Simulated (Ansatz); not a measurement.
**Si in Ansatz: the effect of dispersion**

Crystal: Si.

```
CELL_PARAMETERS angstrom
0.00000 2.72185 2.72185
2.72185 0.00000 2.72185
2.72185 2.72185 0.00000
ATOMIC_POSITIONS crystal
Si 0.50000 0.50000 0.50000
Si 0.75000 0.75000 0.75000
```

Alike in all runs:

```yaml
Program: Ansatz 0.2.0
Task: relaxation of cell and atoms
Functional: revPBE
Potentials_or_basis: all-electron LAPW, scalar-relativistic
Basis_error_allowed: 0.001 eV/atom
k_mesh: 8 × 8 × 8
Occupations: fermi-dirac, width 0.05 eV
Spin: no spin polarisation
```

Each run relaxes the cell or the atoms first.

```csv
dispersion,gap on the mesh (eV),relaxed volume (Å³/atom)
none,?,?
D3(BJ),0.62,19.61
D4,0.62,19.61
```

Problem. What does the run with dispersion none give?

Solution. gap on the mesh 0.71 eV; relaxed volume 20.72 Å³/atom.

A k mesh can miss the band edges.
